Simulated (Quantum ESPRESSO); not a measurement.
## MgS under changes of volume

One of the cells (22.670 Å³/atom); the others are scaled copies at fixed shape and fractional positions:

```
S Mg
1.0
     4.03462    0.00000    0.00000
    -2.01731    3.49409    0.00000
     0.00000    0.00000    6.43229
S Mg
2 2
Direct
  0.66667 0.33333 0.87924
  0.33333 0.66667 0.37924
  0.33333 0.66667 0.99575
  0.66667 0.33333 0.49575
```

The cell comes from a database or a generator and needn't be the stable form of this composition.

```yaml
Program: Quantum ESPRESSO 7.5
Functional: LDA
Potentials_or_basis: GBRV 1.5 LDA
Cutoff: 612 eV
Density_cutoff: 4898 eV
k_mesh: 8 × 8 × 4
Occupations: fermi-dirac, width 0.05 eV
Spin: no spin polarisation
```

```tsv
volume (Å³/atom)	energy over the lowest point (meV/atom)	pressure (GPa)	gap on the mesh (eV)	largest force (eV/Å)
21.309	2.72	1.6	3.46	0.045
21.763	0.00	0.2	3.35	0.047
22.216	?	?	?	?
22.670	5.31	-2.1	3.15	0.052
23.123	12.61	-3.1	3.05	0.054
23.576	22.63	-4.0	2.96	0.055
24.030	35.08	-4.9	2.87	0.057
```

Q: What does the run at 22.216 Å³/atom give?

A: Energy over the lowest point 0.97 meV/atom; pressure -1.0 GPa; gap on the mesh 3.25 eV; largest force 0.050 eV/Å.

Worked out: A Birch-Murnaghan fit of order 3 (a polynomial in V^(-2/3)) to the other rows has its minimum at 21.86 Å³/atom with B0 = V·E''(V) = 62 GPa and B' = 4.1 at fixed shape and positions, which overstates the stiffness. It gives 0.98 meV/atom at 22.216 Å³/atom, against the run's 0.97, and -dE/dV = -1.0 GPa, against -1.0. A straight line through the other rows of the gap, of slope -4.91 eV per unit of ln V (its deformation potential), gives 3.25 eV, against the run's 3.25.

Energies are extrapolated to zero smearing.
